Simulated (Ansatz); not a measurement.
AlN (rocksalt type), DFT, LDA, all-electron PAW with datasets made for the crystal, scalar-relativistic (Ansatz 0.2.0), on 1 thread of Arm Neoverse V1 (shared host).

Command: `ansatz run input.yaml --threads 1 --pin off --max-ram 2048MiB --backend cpu --events-out ev --progress --plain --runs-dir out`

```yaml
crystal:
  lattice:
    - [0.0, 1.8617124576, 1.8617124576]
    - [1.8617124576, 0.0, 1.8617124576]
    - [1.8617124576, 1.8617124576, 0.0]
  atoms:
    - { symbol: Al, position: [0.0, 0.0, 0.0] }
    - { symbol: "N", position: [0.5, 0.5, 0.5] }
kpoints:
  mp_grid: { grid: [15, 15, 15] }
scf:
  occupations: { method: fermi_dirac, width: 0.1 }
hamiltonian:
  xc: lda
  pseudopotentials: { kind: all_electron, datasets: crystal }
output:
  forces: true
  stress: true
  eigenvalues: true
```

(1) How large is the problem that the program sets up?

(2) About how long does it take?

Answers

(1) 120 irreducible k-points, 331 plane waves at Γ, 8 bands.

(2) 7 s of wall time for 8 SCF iterations. Times on shared machines scatter by tens of per cent.
